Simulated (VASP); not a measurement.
Write the native input for VASP 6.6.1 that does the following.

```yaml
Task: single point
Functional: PBE
Potentials_or_basis: VASP PAW PBE potentials, release 64 (Cu, N)
Cutoff: 520 eV
k_mesh: 7 × 7 × 7
Occupations: fermi-dirac, width 0.05 eV
Spin: no spin polarisation
Dipole_correction: no
Further_INCAR_settings: ALGO = Fast; EDIFF = 1e-06; NBANDS = 27
```

The structure of Cu3N lies in POSCAR:

```
Cu3N
1.0
    3.8570978503      0.0000000000      0.0000000000
    0.0000000000      3.8570978503      0.0000000000
    0.0000000000      0.0000000000      3.8570978503
Cu N
3 1
Direct
    0.0000000000      0.0000000000      0.5000000000
    0.0000000000      0.5000000000      0.0000000000
    0.5000000000      0.0000000000      0.0000000000
    0.0000000000      0.0000000000      0.0000000000
```

The cell isn't the ideal one: volume scaled by 1.04.

One way to write it, as run:

INCAR

```
SYSTEM = Cu3N
ALGO     = Fast           ! electronic algorithm
EDIFF    = 1E-6           ! SCF threshold, eV
ENCUT    = 520            ! plane-wave cutoff, eV
GGA      = PE             ! functional
ISIF     = 2              ! what is computed and relaxed
ISMEAR   = -1             ! smearing method
LASPH    = .TRUE.         ! aspherical terms in the spheres
LCHARG   = .FALSE.        ! write CHGCAR
LREAL    = .FALSE.        ! projectors in reciprocal space
LWAVE    = .FALSE.        ! write WAVECAR
NBANDS   = 27             ! bands
NELM     = 100            ! most SCF steps
PREC     = Accurate       ! precision mode
SIGMA    = 0.05           ! smearing width, eV
```

KPOINTS

```
k-points
0
G
  7 7 7
  0 0 0
```

Potentials or basis: VASP PAW PBE potentials, release 64 (Cu, N).

The run is started by

```console
$ cat potpaw_PBE.64/Cu/POTCAR potpaw_PBE.64/N/POTCAR > POTCAR
$ mpirun -np 1 vasp_std > vasp.out
```

Results of the run:

```json
{
 "Pressure": "-2.3 GPa",
 "Band gap on the k mesh": "1.05 eV, indirect (least direct gap 1.45 eV)"
}
```

Caveat: an odd mesh through Γ misses points on the zone boundary, where band edges often lie.

Wall time 48 s on 1 thread of Intel(R) Xeon(R) Platinum 8488C (Sapphire Rapids) (shared host), peak memory 0.17 GiB.
